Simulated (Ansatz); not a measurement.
## Is this LiCl structure stable?

The structure comes from a generated guess, relaxed at this level; another structure or a mixture of phases may lie lower.

All numbers below come from DFT PBE, scalar-relativistic, plane waves, PAW (Ansatz 0.2.0). The final run on the 8-atom cell used 420 eV, a Γ-centred 6×6×2 mesh, 0.02 eV smearing and no spin polarisation.

```yaml
crystal:
  lattice:
    - [3.62127, 0.00000, 0.00000]
    - [-1.81063, 3.13611, 0.00000]
    - [0.00000, 0.00000, 12.02068]
  atoms:
    - { symbol: Li, position: [0.33333, 0.66667, 0.87672] }
    - { symbol: Li, position: [0.66667, 0.33333, 0.12328] }
    - { symbol: Li, position: [0.66667, 0.33333, 0.37672] }
    - { symbol: Li, position: [0.33333, 0.66667, 0.62328] }
    - { symbol: Cl, position: [0.66667, 0.33333, 0.75000] }
    - { symbol: Cl, position: [0.00000, 0.00000, 0.00000] }
    - { symbol: Cl, position: [0.33333, 0.66667, 0.25000] }
    - { symbol: Cl, position: [0.00000, 0.00000, 0.50000] }
```

Energies over the elements count from the elements' standard structures at the same level (Cl₂ as a molecule), with no fitted energy shifts.

Question: These tests were run: energy against the elements; random kick, then relaxation without symmetry; phonons on a 2×2×1 q mesh; elastic tensor. What do they show?

Answer:

```
                                         test                         result
                  energy against the elements                 −1.844 eV/atom
random kick, then relaxation without symmetry                        returns
                    phonons on a 2×2×1 q mesh  no imaginary mode on the mesh
                               elastic tensor        least eigenvalue 14 GPa
```

It fails none of these tests. Other phases of the system weren't compared here, so this isn't yet thermodynamic stability.

The kick test ran on a coarse mesh. The run for the phonons used a 6×6×2 k mesh. The run for the elastic tensor used a 6×6×2 k mesh.
